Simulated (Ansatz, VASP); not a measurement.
**Sb in two plane-wave programs**

Wanted: the spread between two codes on one cell, functional and k mesh. The cell is taken from a series of runs on this material, whose earlier steps may have relaxed, scaled, displaced or heated it; both programs get it as it stands.

Main program and level: Ansatz 0.2.0; plane waves, with VASP 6.6.1 beside it; G0W0 gap at PBE.

## Step 1: The structure

The cell holds 2 atoms: 2 Sb. Cell: a = 4.128 Å, b = 4.253 Å, c = 26.500 Å, α = 90.0°, β = 90.0°, γ = 119.0°. Vacuum lies along c.

As a file:

```xyz
2
Lattice="4.1284 0.0000 0.0000 -2.0642 3.7183 0.0000 0.0000 0.0000 26.5000" Properties=species:S:1:pos:R:3
Sb    0.0000    2.4907   12.4526
Sb    2.0642    1.2276   14.0474
```

## Step 2: VASP: G0W0 gap, PBE

Quasiparticle shifts depend on high empty states and on the cores, so they are the hardest test of two PAW sets.

Lines of VASP's logs that name or quote its potential files are left out, and so is its time.

The run reads the wave functions of an earlier VASP run, which isn't shown here.

File INCAR:

```
SYSTEM = Sb
PREC = Accurate
ENCUT = 300
ISMEAR = 0
SIGMA = 0.01
LREAL = .FALSE.
GGA = PE
NBANDS = 432
ALGO = EVGW0
NELMGW = 1
ENCUTGW = 60
NOMEGA = 64
PRECFOCK = Fast
NBANDSGW = 24
LWAVE = .FALSE.
LCHARG = .FALSE.
```

File POSCAR:

```
Sb
1.0
    4.1283865035      0.0000000000      0.0000000000
   -2.0641932518      3.7182990922      0.0000000000
    0.0000000000      0.0000000000     26.5000000000
Sb
2
Direct
    0.3349231482      0.6698462965      0.4699086021
    0.6650768518      0.3301537035      0.5300913979
```

File KPOINTS:

```
Automatic mesh
0
Gamma
6 6 1
0 0 0
```

PAW data sets: Sb_d_GW (PBE family, release 64).

Started as:

```console
mpirun -np 8 vasp_std
```

Numbers of over 12 decimals in the logs are rounded to 6 here.

The program printed:

```text
[banner, memory and clock lines left out]
running    8 mpi-ranks, on    1 nodes
 distrk:  each k-point on    8 cores,    1 groups
 distr:  one band on    1 cores,    8 groups

 POSCAR found type information on POSCAR Sb
 POSCAR found :  1 types and       2 ions
|                                                                             |
|           W    W    AA    RRRRR   N    N  II  N    N   GGGG   !!!           |
|           W    W   A  A   R    R  NN   N  II  NN   N  G    G  !!!           |
|           W    W  A    A  R    R  N N  N  II  N N  N  G       !!!           |
|           W WW W  AAAAAA  RRRRR   N  N N  II  N  N N  G  GGG   !            |
|           WW  WW  A    A  R   R   N   NN  II  N   NN  G    G                |
|           W    W  A    A  R    R  N    N  II  N    N   GGGG   !!!           |
|                                                                             |
|     For optimal performance we recommend to set                             |
|       NCORE = 2 up to number-of-cores-per-socket                            |
|     NCORE specifies how many cores store one orbital (NPAR=cpu/NCORE).      |
|     This setting can greatly improve the performance of VASP for DFT.       |
|     The default, NCORE=1 might be grossly inefficient on modern             |
|     multi-core architectures or massively parallel machines. Do your        |
|     Unfortunately you need to use the default for GW and RPA                |
|     calculations (for HF NCORE is supported but not extensively tested      |
|     yet).                                                                   |
|                                                                             |

|                                                                             |
|           W    W    AA    RRRRR   N    N  II  N    N   GGGG   !!!           |
|           W    W   A  A   R    R  NN   N  II  NN   N  G    G  !!!           |
|           W    W  A    A  R    R  N N  N  II  N N  N  G       !!!           |
|           W WW W  AAAAAA  RRRRR   N  N N  II  N  N N  G  GGG   !            |
|           WW  WW  A    A  R   R   N   NN  II  N   NN  G    G                |
|           W    W  A    A  R    R  N    N  II  N    N   GGGG   !!!           |
|                                                                             |
|     The default for ENCUTGWSOFT is different in this version of VASP.       |
|     please manually set ENCUTGWSOFT =60 in the INCAR file.                  |
|                                                                             |

 LDA part: xc-table for (Slater+PW92), standard interpolation
 found WAVECAR, reading the header
 POSCAR, INCAR and KPOINTS ok, starting setup
 FFT: planning ... GRIDC
 FFT: planning ... GRID_SOFT
 FFT: planning ... GRID
 reading WAVECAR
 the WAVECAR file was read successfully
 initial charge from wavefunction
 available memory per node:    102.85 GB, setting MAXMEM to    105322

 The Fermi energy was updated, please check that it is located mid-gap
 values below the HOMO (VB) or above the LUMO (CB) will cause erroneous energies
 E-fermi :  -2.8866

 calculate exact exchange contribution
 the WAVEDER file was read successfully
energies w=
    0.000    0.000    0.536    0.000    1.070    0.000    1.602    0.000
    2.131    0.000    2.656    0.000    3.176    0.000    3.690    0.000
    4.199    0.000    4.700    0.000    5.196    0.000    5.684    0.000
    6.166    0.000    6.642    0.000    7.112    0.000    7.577    0.000
    8.036    0.000    8.491    0.000    8.942    0.000    9.390    0.000
    9.836    0.000   10.281    0.000   10.725    0.000   11.169    0.000
   11.615    0.000   12.062    0.000   12.514    0.000   12.969    0.000
   13.430    0.000   13.899    0.000   14.375    0.000   14.862    0.000
   15.360    0.000   15.871    0.000   16.398    0.000   16.941    0.000
   17.505    0.000   18.091    0.000   18.702    0.000   19.343    0.000
   20.015    0.000   20.726    0.000   21.478    0.000   22.278    0.000
   23.134    0.000   24.053    0.000   25.044    0.000   26.120    0.000
   27.293    0.000   28.582    0.000   30.004    0.000   31.587    0.000
   33.361    0.000   35.367    0.000   37.655    0.000   40.292    0.000
   43.367    0.000   47.002    0.000   51.365    0.000   56.700    0.000
   63.369    0.000   71.938    0.000   83.346    0.000   99.259    0.000
 responsefunction array rank=     456
 LDA part: xc-table for (Slater+PW92), standard interpolation

 min. memory requirement per mpi rank    534.7 MB, per node   4278.0 MB

 allocating   8 responsefunctions rank=   456
 shmem allocating  64 responsefunctions rank=   456
 response function shared by NCSHMEM nodes    1
 Doing            8  frequencies on each core in blocks of           64
NQ=   1    0.0000    0.0000    0.0000,
|.........|.........|.........|.........|.........|.........|.........|.........
 performed        719000 updates of chi_q(r,r)
 total number of BLAS operations       1192.34 Gflops
NQ=   2    0.1667    0.0000    0.0000,
|.........|.........|.........|.........|.........|.........|.........|.........
 performed       1915000 updates of chi_q(r,r)
 total number of BLAS operations       3054.47 Gflops
NQ=   3    0.3333    0.0000    0.0000,
|.........|.........|.........|.........|.........|.........|.........|.........
 performed       3111000 updates of chi_q(r,r)
 total number of BLAS operations       4775.80 Gflops
NQ=   4    0.5000    0.0000    0.0000,
|.........|.........|.........|.........|.........|.........|.........|.........
 performed       3976000 updates of chi_q(r,r)
 total number of BLAS operations       6019.96 Gflops
NQ=   5    0.0000    0.1667    0.0000,
|.........|.........|.........|.........|.........|.........|.........|.........
 performed       4924000 updates of chi_q(r,r)
 total number of BLAS operations       7468.31 Gflops
NQ=   6    0.1667    0.1667    0.0000,
|.........|.........|.........|.........|.........|.........|.........|.........
 performed       6120000 updates of chi_q(r,r)
 total number of BLAS operations       9214.08 Gflops
NQ=   7    0.3333    0.1667    0.0000,
|.........|.........|.........|.........|.........|.........|.........|.........
 performed       7316000 updates of chi_q(r,r)
 total number of BLAS operations      10943.54 Gflops
NQ=   8    0.5000    0.1667    0.0000,
|.........|.........|.........|.........|.........|.........|.........|.........
 performed       8512000 updates of chi_q(r,r)
 total number of BLAS operations      12664.87 Gflops
NQ=   9   -0.3333    0.1667    0.0000,
|.........|.........|.........|.........|.........|.........|.........|.........
 performed       9439000 updates of chi_q(r,r)
 total number of BLAS operations      13979.69 Gflops
NQ=  10    0.0000    0.3333    0.0000,
|.........|.........|.........|.........|.........|.........|.........|.........
 performed      10387000 updates of chi_q(r,r)
 total number of BLAS operations      15388.54 Gflops
NQ=  11    0.1667    0.3333    0.0000,
|.........|.........|.........|.........|.........|.........|.........|.........
 performed      11583000 updates of chi_q(r,r)
 total number of BLAS operations      17158.93 Gflops
NQ=  12    0.3333    0.3333    0.0000,
|.........|.........|.........|.........|.........|.........|.........|.........
 performed      12510000 updates of chi_q(r,r)
 total number of BLAS operations      18517.85 Gflops
NQ=  13    0.0000    0.5000    0.0000,
|.........|.........|.........|.........|.........|.........|.........|.........
 performed      13229000 updates of chi_q(r,r)
 total number of BLAS operations      19563.04 Gflops
 resolving degeneracies of screened two electron integrals

 calculate QP shifts <psi_nk| G(iteration)W_0 |psi_nk>: iteration 1
 entering main loop
```

Parts of OUTCAR (step 2):

```text
ion  position               nearest neighbor table
   1  0.335  0.670  0.470-   2 2.90   2 2.90   2 2.93
   2  0.665  0.330  0.530-   1 2.90   1 2.90   1 2.93

  LATTYP: Found a base centered orthorhombic cell.
 ALAT       =     4.1283865035
 B/A-ratio  =     1.8013328399
 C/A-ratio  =     6.4189726368

 Subroutine GETGRP returns: Found  4 space group operations
 (whereof  4 operations were pure point group operations)

The static configuration has the point symmetry C_2h.

 Found     13 irreducible k-points:

   k-points           NKPTS =     13   k-points in BZ     NKDIM =     36   number of bands    NBANDS=    432

   dimension x,y,z NGX =    24 NGY =   24 NGZ =  150
   dimension x,y,z NGXF=    48 NGYF=   48 NGZF=  300

   ENCUT  =  300.0 eV  22.05 Ry    4.70 a.u.   5.83  6.01 37.43*2*pi/ulx,y,z

   NELECT =      30.0000    total number of electrons

  energy-cutoff  :      300.00
  volume of cell :      406.79
      direct lattice vectors                 reciprocal lattice vectors
     4.128386503  0.000000000  0.000000000     0.242225383  0.134470086  0.000000000
    -2.064193252  3.718299092  0.000000000     0.000000000  0.268940173  0.000000000
     0.000000000  0.000000000 26.500000000     0.000000000  0.000000000  0.037735849

 k-points in reciprocal lattice and weights: Automatic mesh
   0.00000000  0.00000000  0.00000000       0.028
   0.16666667  0.00000000  0.00000000       0.111
   0.33333333  0.00000000  0.00000000       0.111
   0.50000000  0.00000000  0.00000000       0.056
   0.00000000  0.16666667  0.00000000       0.056
   0.16666667  0.16666667  0.00000000       0.111
   0.33333333  0.16666667  0.00000000       0.111
   0.50000000  0.16666667  0.00000000       0.111
  -0.33333333  0.16666667  0.00000000       0.056
   0.00000000  0.33333333  0.00000000       0.056
   0.16666667  0.33333333  0.00000000       0.111
   0.33333333  0.33333333  0.00000000       0.056
   0.00000000  0.50000000  0.00000000       0.028

 E-fermi :  -2.8866

 QP shifts <psi_nk| G(iteration)W_0 |psi_nk>: iteration 1
 for sc-GW calculations column KS-energies equals QP-energies in previous step
 and V_xc(KS)=  KS-energies - (<T + V_ion + V_H > + <T+V_H+V_ion>^1  + <V_x>^1)
 k-point   1 :       0.0000    0.0000    0.0000
  band No.  KS-energies  QP-energies   sigma(KS)   V_xc(KS)     V^pw_x(r,r')   Z            occupation Imag(sigma)
    ...
     12      -9.6483     -10.0335     -11.9457     -11.3900     -15.2308       0.6933       2.0000       0.7141
     13      -3.8885      -4.4830     -10.7854      -9.9767     -11.4706       0.7352       2.0000       0.0803
     14      -3.7756      -4.3065     -11.2704     -10.5565     -11.8042       0.7436       2.0000       0.0659
     15      -3.5285      -3.9789     -12.0014     -11.4020     -12.4332       0.7513       2.0000       0.0542
     16      -2.2446      -1.5808      -9.1789     -10.0508      -6.5144       0.7613       0.0000      -0.1044
     17      -0.8874      -0.1984      -9.6460     -10.5862      -6.6719       0.7328       0.0000      -0.1463
     18      -0.7485      -0.0513      -9.7341     -10.6934      -6.7021       0.7268       0.0000      -0.1565
     19       0.9050       0.8696      -2.4265      -2.3844      -0.7974       0.8408       0.0000      -0.0923
    ...

 k-point   2 :       0.1667    0.0000    0.0000
  band No.  KS-energies  QP-energies   sigma(KS)   V_xc(KS)     V^pw_x(r,r')   Z            occupation Imag(sigma)
    ...
     12      -9.7173     -10.0783     -12.2102     -11.6873     -15.4566       0.6905       2.0000       0.6740
     13      -5.2356      -5.8035     -11.1320     -10.3519     -12.1377       0.7280       2.0000       0.1183
     14      -4.2547      -4.7541     -11.7444     -11.0734     -12.3746       0.7442       2.0000       0.0702
     15      -3.7907      -4.4161     -10.4958      -9.6419     -11.2190       0.7324       2.0000       0.0842
     16      -1.8698      -1.2749      -8.9459      -9.7388      -6.2613       0.7503       0.0000      -0.1149
     17      -0.5475       0.1480      -9.5567     -10.5093      -6.4802       0.7302       0.0000      -0.1655
     18      -0.2222       0.4733      -9.3850     -10.3371      -6.2492       0.7306       0.0000      -0.1751
     19       1.2213       1.2101      -2.6363      -2.6230      -0.9088       0.8364       0.0000      -0.1029
    ...

 k-point   3 :       0.3333    0.0000    0.0000
  band No.  KS-energies  QP-energies   sigma(KS)   V_xc(KS)     V^pw_x(r,r')   Z            occupation Imag(sigma)
    ...
     12     -10.3473     -10.6977     -12.5477     -12.0395     -15.9861       0.6894       2.0000       0.6705
     13      -6.2982      -6.9472     -10.7139      -9.7919     -12.4056       0.7039       2.0000       0.2169
     14      -4.9440      -5.4931     -11.6051     -10.8548     -12.5466       0.7319       2.0000       0.0952
     15      -4.1862      -4.7556     -11.0390     -10.2568     -11.8167       0.7280       2.0000       0.0934
     16      -2.2290      -1.7465      -8.3862      -9.0268      -5.8756       0.7532       0.0000      -0.1048
     17      -0.3842       0.1546      -8.2272      -8.9562      -5.0818       0.7391       0.0000      -0.1680
     18      -0.0489       0.6452      -9.4716     -10.4375      -6.2010       0.7186       0.0000      -0.1957
     19       1.9932       2.1176      -3.7851      -3.9387      -1.5451       0.8096       0.0000      -0.1555
    ...

 k-point   4 :       0.5000    0.0000    0.0000
  band No.  KS-energies  QP-energies   sigma(KS)   V_xc(KS)     V^pw_x(r,r')   Z            occupation Imag(sigma)
    ...
     12     -11.2080     -11.6239     -12.4012     -11.8059     -16.2367       0.6986       2.0000       0.7772
     13      -6.2637      -6.8808     -10.9040     -10.0281     -12.5580       0.7046       2.0000       0.2167
     14      -5.2188      -5.7872     -11.5518     -10.7713     -12.6274       0.7283       2.0000       0.1069
     15      -4.7469      -5.3593     -10.8299      -9.9789     -11.8300       0.7196       2.0000       0.1192
     16      -1.9980      -1.4751      -8.6371      -9.3309      -5.9168       0.7537       0.0000      -0.1143
     17      -0.8472      -0.3624      -7.9848      -8.6385      -5.1491       0.7415       0.0000      -0.1467
     18      -0.0454       0.6387      -9.3596     -10.3137      -6.0892       0.7171       0.0000      -0.1952
     19       1.7824       2.0293      -5.7531      -6.0744      -2.6936       0.7684       0.0000      -0.1980
    ...

[... 4 further parts left out ...]
```

(Continued in part 2 of 2.)

[Lines on the potential files, build, host, timing and source positions are cut from VASP's logs without a mark.]

[Logs are printed without paths, hosts, clocks, repeated set-up lines and the standing remarks that a program may print on its own settings, such as how far it seeks lower states.]

[Hosts, paths, dates, database ids (printed as entryN), source tags and the programs' standing remarks are cut or masked in the printed files.]
